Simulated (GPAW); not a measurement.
FeO (Wuestite):

```
Fe O
1.0
     0.00000    2.15540    2.15540
     2.15540    0.00000    2.15540
     2.15540    2.15540    0.00000
Fe O
1 1
Direct
  0.00000 0.00000 0.00000
  0.50000 0.50000 0.50000
```

| Item | Value |
| --- | --- |
| Program | GPAW 26.7.0 |
| Task | relaxation of cell and atoms |
| Functional | revPBE |
| Potentials or basis | the program's PAW data sets (release 1.2.1) made for this functional |
| Cutoff | 800 eV |
| Basis | pw |
| k mesh | 8 × 8 × 8 |
| Occupations | fermi-dirac, width 0.05 eV |
| Spin | collinear spin, ferromagnetic start |
| Starting moments | [3.0, 0.0] μB |

At the start: pressure 5.3 GPa; volume 10.01 Å³/atom.

Where does the relaxation end?

Over 3 steps the energy falls by 5.5 meV/atom and the volume is 10.29 Å³/atom (+2.8 %); space group Fm-3m (No. 225, to 0.05 Å); moment 4.00 μB per cell.

Step by step:
| step | energy change (eV) | largest force (eV/Å) | pressure (GPa) | volume (Å³) |
| --- | --- | --- | --- | --- |
| 1 | 0.0000 | 0.0000 | 5.27 | 20.03 |
| 2 | -0.0045 | 0.0000 | 3.88 | 20.17 |
| 3 | -0.0109 | 0.0000 | 0.12 | 20.58 |

Final structure:
```xyz
2
Lattice="0.0000 2.1751 2.1751 2.1751 0.0000 2.1751 2.1751 2.1751 0.0000" Properties=species:S:1:pos:R:3 pbc="T T T"
Fe    0.0000    0.0000    0.0000
O     2.1751    2.1751    2.1751
```

Caveat: each step starts from the last one's moments, so a moment once lost doesn't come back; later steps reuse the first step's grids; a cell with one magnetic atom can't hold antiferromagnetic order, which such compounds often take.
